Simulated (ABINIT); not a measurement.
The system is SnSe2.

```
CELL_PARAMETERS angstrom
3.81100 0.00000 0.00000
-1.90550 3.30042 0.00000
0.00000 0.00000 6.13600
ATOMIC_POSITIONS crystal
Sn 0.00000 0.00000 0.00000
Se 0.66667 0.33333 0.75100
Se 0.33333 0.66667 0.24900
```

Base run:

```yaml
Program: ABINIT 10.8.3 (patched build)
Functional: PBE
Potentials_or_basis: PseudoDojo NC SR PBE v0.5 stringent
Cutoff: 1306 eV
k_mesh: 6 × 6 × 4
Occupations: fermi-dirac, width 0.05 eV
Spin: no spin polarisation
```

Its results: band gap on the k mesh 0.82 eV, indirect (least direct gap 1.10 eV); pressure 4.2 GPa; largest force 0.795 eV/Å.

After a change of settings the same cell gave: band gap on the k mesh 0.80 eV, indirect (least direct gap 1.07 eV); pressure 5.6 GPa; largest force 0.788 eV/Å. Which change was it?
A. functional from PBE to LDA; potentials or basis from PseudoDojo NC SR PBE v0.5 stringent to PseudoDojo NC SR LDA v0.4.1 standard; cutoff from 1306 eV to 1088 eV; valence electrons from 70 to 46
B. functional from PBE to PBEsol; potentials or basis from PseudoDojo NC SR PBE v0.5 stringent to PseudoDojo NC SR PBEsol v0.4.1 standard; cutoff from 1306 eV to 1061 eV; valence electrons from 70 to 46
C. functional from PBE to LDA; potentials or basis from PseudoDojo NC SR PBE v0.5 stringent to PseudoDojo NC SR LDA v0.4 stringent; cutoff from 1306 eV to 1415 eV
D. potentials or basis from PseudoDojo NC SR PBE v0.5 stringent to SG15 NC PBE v1.2; cutoff from 1306 eV to 1061 eV; valence electrons from 70 to 26

D.

Caveats: spin-orbit coupling is left out, which moves the levels of the heavy elements; this functional lacks dispersion, which binds the layers, so the pressure and a relaxed spacing across them are unreliable.

Not every run made on this cell is shown here.
